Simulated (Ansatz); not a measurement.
WSe2 (P-6m2) from a database of computed structures, relaxed with r2SCAN+rVV10, was run in Ansatz under altered settings. All numbers are computed, without spin polarisation but where a row says otherwise.

```
CELL_PARAMETERS angstrom
3.29721 0.00000 0.00000
-1.64861 2.85547 0.00000
0.00000 0.00000 7.18427
ATOMIC_POSITIONS crystal
W 0.00000 0.00000 0.00000
Se 0.33333 0.66667 0.23192
Se 0.33333 0.66667 0.76808
```

The base run's other keys:
```yaml
kpoints:
  mp_grid: { grid: [6, 6, 2] }
hamiltonian:
  xc: hse06
scf:
  occupations: { method: fixed }
  n_extra_bands: 4
```

It takes 19 iterations with 1321 plane waves at 420 eV and 14 k points, and leaves a mean stress of -0.78 GPa. The gap over this mesh is 1.902 eV. It ran on 4 threads of Intel(R) Xeon(R) Platinum 8375C CPU @ 2.90GHz (Ice Lake), on a shared host.

Outcomes, with energy and stress as changes against the base:
```csv
setting,outcome,ΔF (meV/atom),Δ mean stress (GPa),gap on the mesh (eV),iterations,wall time
"PBE hybrid, exx coeff 0.05, omega 0.2078 1/Å",converged,–,+3.1,1.478,12,14 s
"PBE hybrid, exx coeff 0.75, omega 0.1 1/Å",converged,–,-7.8,3.757,31,22 s
"PBE hybrid, exx coeff 0.3, omega 0.5 1/Å",converged,–,+0.6,1.603,21,17 s
scf.occupations: fermi_dirac 0.001,converged,0.0,0.0,1.902,19,17 s
```
A dash marks a value that wasn't obtained or can't be compared. Stress is positive in compression. The base took 17 s. The base's mesh is coarse for a hybrid, so its own values aren't converged.

- PBE hybrid, exx coeff 0.05, omega 0.2078 1/Å. That is 5 % exact exchange, screened with ω = 0.2078 1/Å, against HSE06's 25 % screened at 0.208 1/Å. The mean stress moves by +3.1 GPa and the gap on the mesh by -0.424 eV (to 1.478). Totals of different functionals aren't comparable.
- PBE hybrid, exx coeff 0.75, omega 0.1 1/Å. That is 75 % exact exchange, screened with ω = 0.1 1/Å, against HSE06's 25 % screened at 0.208 1/Å. The mean stress moves by -7.8 GPa and the gap on the mesh by +1.855 eV (to 3.757). Totals of different functionals aren't comparable. The program warns that on this mesh the truncation of the exchange isn't bounded, so part of the change can be an error of the mesh.
- PBE hybrid, exx coeff 0.3, omega 0.5 1/Å. That is 30 % exact exchange, screened with ω = 0.5 1/Å, against HSE06's 25 % screened at 0.208 1/Å. The mean stress moves by +0.6 GPa and the gap on the mesh by -0.299 eV (to 1.603). Totals of different functionals aren't comparable.

Within 1 meV an atom, 0.1 GPa and 0.005 eV of the base stay: scf.occupations: fermi_dirac 0.001.

No spin-orbit coupling is included; it can move band edges with weight on the heavy atoms by tenths of an eV.

The program warns that its thresholds are loose for a hybrid's stress.

The meshes of the hybrids are coarse, so their gaps aren't converged to the digits shown.
